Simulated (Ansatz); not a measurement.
Runs of Ansatz 0.2.0 on Li2Se. It takes space group Fm-3m (No. 225, cubic). The conventional cell has a = 6.005 Å, b = 6.005 Å, c = 6.005 Å, α = 90.00°, β = 90.00°, γ = 90.00°. Around Se (site symmetry m-3m) lie 8 Li at 2.60 Å. Li (site symmetry -43m) has 4 Se at 2.60 Å as nearest neighbours. 

```tsv
task	level	cutoff (eV)	points for each segment of the path	gap on the mesh (eV)	pressure (GPa)	V0 of scaled cells (Å³/atom)	B0 (GPa)
equation of state	PBEsol	420	-	-	-	(c)	35
equation of state	r2SCAN	500	-	-	-	(b)	35
band structure	r2SCAN	500	14	3.48	-0.3	-	-
band structure	LDA	420	14	(a)	-2.6	-	-
band structure	PBEsol	420	14	2.84	-1.0	-	-
```

Alike in all rows: potentials or basis Ansatz PAW; no spin polarisation; cell as given; k mesh 8 × 8 × 8; smearing fermi-dirac 0.05 eV.

Task: Estimate the missing entries.

Result: (a) 2.81; (b) 17.87; (c) 17.51.

Caveats: the PAW data sets come from PBE, with cores solved anew for the run's functional, which leaves a small shift of forces and pressure (some runs); the PAW data sets were made with another functional, which shifts forces and pressure a little (some runs).

A k mesh can miss the band edges, and the runs leave out spin-orbit coupling on Se.
